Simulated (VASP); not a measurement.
# CdF2 (Fm-3m) in VASP: density of states with PBEsol

Aim: the density of states of CdF2 with PBEsol.

All numbers are computed with VASP 6.6.1; they aren't measurements. Logs are shortened: lines on timing, memory, paths and dates and some standing lists are left out, and cuts for length are marked.

### Step 1. The structure

Symmetry: Fm-3m, No. 225, cubic system. The conventional cell has a = 5.364 Å, b = 5.364 Å, c = 5.364 Å, α = 90.00°, β = 90.00°, γ = 90.00°. Around Cd (site symmetry m-3m) lie 8 F at 2.32 Å. F (site symmetry -43m) has 4 Cd at 2.32 Å as nearest neighbours.

### Step 2. Density of states, PBEsol

POSCAR reads:

```
CdF2
1.0
    0.0000000000      2.6821010000      2.6821010000
    2.6821010000      0.0000000000      2.6821010000
    2.6821010000      2.6821010000      0.0000000000
Cd F
1 2
Direct
    0.0000000000      0.0000000000      0.0000000000
    0.2500000000      0.2500000000      0.2500000000
    0.7500000000      0.7500000000      0.7500000000
```

INCAR.step1 reads:

```
SYSTEM = CdF2
  ALGO = Normal
  EDIFF = 1E-6
  ENCUT = 520
  GGA = PS
  ISIF = 2
  ISMEAR = 1
  LASPH = .True.
  LCHARG = .True.
  LREAL = .False.
  LWAVE = .False.
  NBANDS = 20
  NELM = 80
  PREC = Accurate
  SIGMA = 0.0759
```

KPOINTS.step1 reads:

```
k-points
0
Gamma
  8 8 8
  0 0 0
```

INCAR.step2 reads:

```
SYSTEM = CdF2
  ALGO = Normal
  EDIFF = 1E-6
  ENCUT = 520
  GGA = PS
  ICHARG = 11
  ISIF = 2
  ISMEAR = -5
  LASPH = .True.
  LCHARG = .False.
  LORBIT = 11
  LREAL = .False.
  LWAVE = .False.
  NEDOS = 1001
  NELM = 80
  PREC = Accurate
  SIGMA = 0.0759
```

KPOINTS.step2 reads:

```
k-points
0
Gamma
  12 12 12
  0 0 0
```

Potentials or basis: VASP PAW PBE potentials, release 64 (Cd, F).

Command:

```console
$ cat potpaw_PBE.64/Cd/POTCAR potpaw_PBE.64/F/POTCAR > POTCAR
$ cp INCAR.step1 INCAR
$ cp KPOINTS.step1 KPOINTS
$ mpirun -np 1 vasp_std > vasp.out
$ cp INCAR.step2 INCAR
$ cp KPOINTS.step2 KPOINTS
$ mpirun -np 1 vasp_std > vasp.out
```

OUTCAR:

```text
SYSTEM = CdF2
   EDIFF = 1E-6
   ENCUT = 520
   GGA = PS
   ICHARG = 11
   ISIF = 2
   ISMEAR = -5
   LASPH = .True.
   LORBIT = 11
   LREAL = .False.
   NELM = 80
   PREC = Accurate

 ion  position               nearest neighbor table
   1  0.000  0.000  0.000-   2 2.32   3 2.32   3 2.32   3 2.32   3 2.32   2 2.32   2 2.32   2 2.32

   2  0.250  0.250  0.250-   1 2.32   1 2.32   1 2.32   1 2.32
   3  0.750  0.750  0.750-   1 2.32   1 2.32   1 2.32   1 2.32

  LATTYP: Found a face centered cubic cell.
 ALAT       =     5.3642020000

  Lattice vectors:

 A1 = (   0.0000000000,   2.6821010000,   2.6821010000)
 A2 = (   2.6821010000,   0.0000000000,   2.6821010000)
 A3 = (   2.6821010000,   2.6821010000,   0.0000000000)

Analysis of symmetry for initial positions (statically):
=====================================================================
 Subroutine PRICEL returns:
 Original cell was already a primitive cell.

 Routine SETGRP: Setting up the symmetry group for a
 face centered cubic supercell.

 Subroutine GETGRP returns: Found 48 space group operations
 (whereof 48 operations were pure point group operations)
 out of a pool of 48 trial point group operations.

The static configuration has the point symmetry O_h .

Analysis of symmetry for dynamics (positions and initial velocities):
=====================================================================
 Subroutine PRICEL returns:
 Original cell was already a primitive cell.

 Routine SETGRP: Setting up the symmetry group for a
 face centered cubic supercell.

 Subroutine GETGRP returns: Found 48 space group operations
 (whereof 48 operations were pure point group operations)
 out of a pool of 48 trial point group operations.

The dynamic configuration has the point symmetry O_h .

 Subroutine INISYM returns: Found 48 space group operations
 (whereof 48 operations are pure point group operations),
 and found     1 'primitive' translations

----------------------------------------------------------------------------------------

                                     Primitive cell

  volume of cell :      38.5883

  direct lattice vectors                    reciprocal lattice vectors
     0.000000000  2.682101000  2.682101000    -0.186421018  0.186421018  0.186421018
     2.682101000  0.000000000  2.682101000     0.186421018 -0.186421018  0.186421018
     2.682101000  2.682101000  0.000000000     0.186421018  0.186421018 -0.186421018

  length of vectors
     3.793063610  3.793063610  3.793063610     0.322890676  0.322890676  0.322890676

  position of ions in fractional coordinates (direct lattice)
     0.000000000  0.000000000  0.000000000
     0.250000000  0.250000000  0.250000000
     0.750000000  0.750000000  0.750000000

  ion indices of the primitive-cell ions
   primitive index   ion index
                 1           1
                 2           2
                 3           3

----------------------------------------------------------------------------------------

 KPOINTS: k-points

Automatic generation of k-mesh.
 Grid dimensions read from file:
 generate k-points for:   12   12   12

 Generating k-lattice:

  Cartesian coordinates                     Fractional coordinates (reciprocal lattice)
    -0.015535085  0.015535085  0.015535085     0.083333333  0.000000000  0.000000000
     0.015535085 -0.015535085  0.015535085     0.000000000  0.083333333  0.000000000
     0.015535085  0.015535085 -0.015535085     0.000000000  0.000000000  0.083333333

  Length of vectors
     0.026907556  0.026907556  0.026907556

  Shift w.r.t. Gamma in fractional coordinates (k-lattice)
     0.000000000  0.000000000  0.000000000

 TETIRR: Found    247 inequivalent tetrahedra from    10368

 Subroutine IBZKPT returns following result:
 ===========================================

 Found     72 irreducible k-points:

 Following reciprocal coordinates:
            Coordinates               Weight
  0.000000  0.000000  0.000000      1.000000
  0.083333  0.000000  0.000000      8.000000
  0.166667  0.000000  0.000000      8.000000
  0.250000  0.000000  0.000000      8.000000
  0.333333  0.000000  0.000000      8.000000
  0.416667  0.000000  0.000000      8.000000
[... 16 lines left out ...]
  0.500000  0.166667  0.000000     24.000000
 -0.416667  0.166667  0.000000     24.000000
 [... further k-points ...]
   k-points           NKPTS =     72   k-points in BZ     NKDIM =     72   number of bands    NBANDS=     17
   number of dos      NEDOS =   1001   number of ions     NIONS =      3
   total plane-waves  NPLWV =  21952
   dimension x,y,z NGX =    28 NGY =   28 NGZ =   28
   dimension x,y,z NGXF=    56 NGYF=   56 NGZF=   56
   ions per type =               1   2
   NGX,Y,Z   is equivalent  to a cutoff of  12.27, 12.27, 12.27 a.u.
   NGXF,Y,Z  is equivalent  to a cutoff of  24.54, 24.54, 24.54 a.u.
 SYSTEM =  CdF2
   PREC   = accura    normal or accurate (medium, high low for compatibility)
   ISTART =      0    job   : 0-new  1-cont  2-samecut
   ICHARG =     11    charge: 1-file 2-atom 10-const
   ISPIN  =      1    spin polarized calculation?
   LNONCOLLINEAR =      F non collinear calculations
   LSORBIT =      F    spin-orbit coupling
   LASPH  =      T    aspherical Exc in radial PAW
   ENCUT  =  520.0 eV  38.22 Ry    6.18 a.u.   7.05  7.05  7.05*2*pi/ulx,y,z
   NELM   =     80;   NELMIN=  2; NELMDL=  0     # of ELM steps
   EDIFF  = 0.1E-05   stopping-criterion for ELM
   LREAL  =      F    real-space projection
   EDIFFG = 0.1E-04   stopping-criterion for IOM
   NSW    =      0    number of steps for IOM
   IBRION =     -1    ionic relax: 0-MD 1-quasi-New 2-CG
   NFREE  =      0    steps in history (QN), initial steepest desc. (CG)
   ISIF   =      2    stress and relaxation
   ISYM   =      2    0-nonsym 1-usesym 2-fastsym
   POTIM  = 0.5000    time-step for ionic-motion
   TEBEG  =    0.0;   TEEND  =   0.0 temperature during run
   PSTRESS=    0.0 pullay stress
   NELECT =      26.0000    total number of electrons
   NUPDOWN=      -1.0000    fix difference up-down
   EMIN   =  10.00;   EMAX   =-10.00  energy-range for DOS
   EFERMI =   0.00;   METHOD = LEGACY
   ISMEAR =    -5;   SIGMA  =   0.08  broadening in eV -4-tet -1-fermi 0-gaus
   EFERMI_NEDOS =   21; number of points for ismear=-14 and -15
   IALGO  =     38    algorithm
   IMIX   =      4    mixing-type and parameters
     AMIX     =   0.40;   BMIX     =  1.00
     AMIX_MAG =   1.60;   BMIX_MAG =  1.00
  volume/ion in A,a.u.               =      12.86        86.80
  Fermi-wavevector in a.u.,A,eV,Ry     =   1.435206  2.712146 28.025490  2.059815
  Thomas-Fermi vector in A             =   2.554530
   LORBIT       =     11    0 simple, 1 ext, 2 COOP (PROOUT), +10 PAW based schemes
   GGA     = PS    functional components
   LHFCALC =     F    Hartree Fock is set to
   AEXX    =    0.0000 exact exchange contribution
   IVDW    =     0    specifies the selected vdW correction
   LEPSILON=     F    determine dielectric tensor
   LRPA    =     F    only Hartree local field effects (RPA)
 non-spin polarized calculation
 Fermi weights with tetrahedron method with Bloechl corrections
  energy-cutoff  :      520.00
  volume of cell :       38.59
 maximum number of plane-waves:      1056

 number of electron      25.9999999 magnetization

 Free energy of the ion-electron system (eV)
  ---------------------------------------------------
  ext. energy  EPLUGINS =         0.00000000
  ---------------------------------------------------
  free energy    TOTEN  =       -11.58811458 eV

  energy without entropy =      -11.58811458  energy(sigma->0) =      -11.58811458

 E-fermi :  -1.3231     XC(G=0): -10.7825

 val. band max:       -1.3427547416   @ k =  -0.2500   0.5000   0.2500
 cond. band min:       1.6067034935   @ k =   0.0000   0.0000   0.0000
 fundamental gap:      2.9494582351
 Fermi energy:        -1.3230604848

 k-point     1 :       0.0000    0.0000    0.0000
  band No.  band energies     occupation
      1     -22.1348      2.00000
      2     -20.9614      2.00000
      3      -7.0185      2.00000
      4      -7.0185      2.00000
      5      -7.0185      2.00000
      6      -5.6950      2.00000
[... 9 lines left out ...]
     16      11.2186      0.00000
     17      11.2186      0.00000

 k-point     2 :       0.0833    0.0000    0.0000
  band No.  band energies     occupation
      1     -22.1113      2.00000
      2     -20.9816      2.00000
      3      -6.9899      2.00000
      4      -6.9899      2.00000
      5      -6.9398      2.00000
      6      -5.7051      2.00000
[... 9 lines left out ...]
     16      11.3262      0.00000
     17      11.3262      0.00000

 k-point     3 :       0.1667    0.0000    0.0000
  band No.  band energies     occupation
      1     -22.0434      2.00000
      2     -21.0429      2.00000
      3      -6.9125      2.00000
      4      -6.9125      2.00000
      5      -6.7142      2.00000
      6      -5.7259      2.00000
[... 9 lines left out ...]
     16      11.6295      0.00000
     17      11.6295      0.00000

 k-point     4 :       0.2500    0.0000    0.0000
  band No.  band energies     occupation
      1     -21.9395      2.00000
      2     -21.1357      2.00000
      3      -6.8113      2.00000
      4      -6.8113      2.00000
      5      -6.3729      2.00000
      6      -5.7337      2.00000
[... 9 lines left out ...]
     16      12.0706      0.00000
     17      12.0706      0.00000

 k-point     5 :       0.3333    0.0000    0.0000
  band No.  band energies     occupation
      1     -21.8118      2.00000
      2     -21.2510      2.00000
      3      -6.7216      2.00000
      4      -6.7216      2.00000
      5      -5.9703      2.00000
      6      -5.7057      2.00000
[... 9 lines left out ...]
     16      12.5510      0.00000
     17      12.5510      0.00000

 k-point     6 :       0.4167    0.0000    0.0000
  band No.  band energies     occupation
      1     -21.6732      2.00000
      2     -21.3788      2.00000
      3      -6.6684      2.00000
      4      -6.6684      2.00000
      5      -5.6517      2.00000
      6      -5.6517      2.00000
[... 9 lines left out ...]
     16      12.9359      0.00000
     17      12.9359      0.00000
[... 281 lines left out ...]
 k-point    21 :       0.3333    0.1667    0.0000
  band No.  band energies     occupation
      1     -21.8445      2.00000
      2     -21.2119      2.00000
      3      -6.6570      2.00000
      4      -6.6560      2.00000
      5      -6.0873      2.00000
      6      -5.9993      2.00000
[... 9 lines left out ...]
     16      12.1071      0.00000
     17      12.3212      0.00000

 k-point    22 :       0.4167    0.1667    0.0000
  band No.  band energies     occupation
      1     -21.7279      2.00000
      2     -21.3149      2.00000
      3      -6.5936      2.00000
      4      -6.5709      2.00000
      5      -5.9516      2.00000
      6      -5.7620      2.00000
[... 9 lines left out ...]
     16      12.1545      0.00000
     17      12.6898      0.00000

 k-point    23 :       0.5000    0.1667    0.0000
  band No.  band energies     occupation
      1     -21.6071      2.00000
      2     -21.4269      2.00000
      3      -6.5803      2.00000
      4      -6.5197      2.00000
      5      -5.8193      2.00000
      6      -5.6352      2.00000
[... 9 lines left out ...]
     16      12.0431      0.00000
     17      12.9911      0.00000

 k-point    24 :      -0.4167    0.1667    0.0000
  band No.  band energies     occupation
      1     -21.5622      2.00000
      2     -21.4711      2.00000
      3      -6.5953      2.00000
      4      -6.5026      2.00000
      5      -5.7179      2.00000
      6      -5.6940      2.00000
[... 9 lines left out ...]
     16      11.8623      0.00000
     17      13.1416      0.00000

 [... further k-points ...]

------------------------ aborting loop because EDIFF is reached ----------------------------------------

  FORCE on cell =-STRESS in cart. coord.  units (eV):
  Direction    XX          YY          ZZ          XY          YZ          ZX
  --------------------------------------------------------------------------------------
  -------------------------------------------------------------------------------------
  Total        0.4886770      0.4886770      0.4886770     -0.0000000      0.0000000      0.0000000
  in kB       20.2897710     20.2897710     20.2897710     -0.0000000      0.0000000      0.0000000
  external PRESSURE =      20.2897710 kB  Pullay stress =       0.0000000 kB

 VOLUME and BASIS-vectors are now :
 -----------------------------------------------------------------------------
  energy-cutoff  :      520.00
  volume of cell :       38.59
      direct lattice vectors                 reciprocal lattice vectors
     0.000000000  2.682101000  2.682101000    -0.186421018  0.186421018  0.186421018
     2.682101000  0.000000000  2.682101000     0.186421018 -0.186421018  0.186421018
     2.682101000  2.682101000  0.000000000     0.186421018  0.186421018 -0.186421018

 POSITION                                       TOTAL-FORCE (eV/Angst)
 -----------------------------------------------------------------------------------
      0.00000      0.00000      0.00000         0.000000     -0.000000     -0.000000
      1.34105      1.34105      1.34105         0.000000      0.000000     -0.000000
      4.02315      4.02315      4.02315        -0.000000     -0.000000      0.000000
 -----------------------------------------------------------------------------------
    total drift:                                0.000000      0.000000      0.000000

  FREE ENERGIE OF THE ION-ELECTRON SYSTEM (eV)
  ---------------------------------------------------
  free  energy   TOTEN  =       -11.5881145794 eV

  energy  without entropy=      -11.5881145794  energy(sigma->0) =      -11.58811458

 total charge

# of ion       s       p       d       tot
------------------------------------------
    1        0.239   0.206   9.689  10.133
    2        1.737   4.327   0.000   6.064
    3        1.737   4.327   0.000   6.064
--------------------------------------------------
tot          3.713   8.860   9.689  22.262
```

Wall time 25 s (1 thread of Intel Xeon Platinum 8488C (Sapphire Rapids), shared host); peak memory 0.17 GiB.

What came out:

| Property | Result |
| --- | --- |
| Valence electrons inside the program's atomic spheres | Cd 10.13; F 6.06 |

Levels at points of the mesh, in eV from the valence-band top:
| k point | band 11 | band 12 | band 13 | band 14 | band 15 | band 16 |
| --- | --- | --- | --- | --- | --- | --- |
| (0.00, 0.00, 0.00) | -0.47 | -0.47 | -0.47 | 2.95 | 12.56 | 12.56 |
| (0.50, 0.00, 0.00) | -1.93 | -0.38 | -0.38 | 7.16 | 9.01 | 14.43 |
| (0.50, 0.50, 0.00) | -0.54 | -0.09 | -0.09 | 7.99 | 9.54 | 11.71 |

States per cell in windows of 1 eV (zero at the valence-band top; states under -8 eV left out):
```
from (eV)  total  Cd1_d  F2_p  F3_p  Cd1_s  Cd1_p  F2_s
     -8.0   0.00   0.00  0.00  0.00   0.00   0.00  0.00
     -7.0   0.00   0.00  0.00  0.00   0.00   0.00  0.00
     -6.0   3.48   2.37  0.30  0.30   0.01   0.01  0.00
     -5.0   6.65   5.73  0.21  0.21   0.02   0.01  0.01
     -4.0   1.40   0.26  0.33  0.33   0.14   0.00  0.00
     -3.0   2.99   0.40  0.87  0.87   0.05   0.09  0.01
     -2.0   2.78   0.27  0.92  0.92   0.01   0.07  0.01
     -1.0   4.94   0.78  1.73  1.73   0.00   0.01  0.00
      0.0   0.00   0.00  0.00  0.00   0.00   0.00  0.00
      1.0   0.00   0.00  0.00  0.00   0.00   0.00  0.00
      2.0   0.00   0.00  0.00  0.00   0.00   0.00  0.00
      3.0   0.05   0.00  0.00  0.00   0.02   0.00  0.00
      4.0   0.14   0.00  0.01  0.01   0.05   0.00  0.01
      5.0   0.26   0.00  0.03  0.03   0.09   0.01  0.01
      6.0   0.47   0.00  0.06  0.06   0.17   0.01  0.01
      7.0   1.06   0.00  0.14  0.14   0.48   0.01  0.01
```

Caveat: the PAW data sets were made with another functional, which shifts forces and pressure a little.
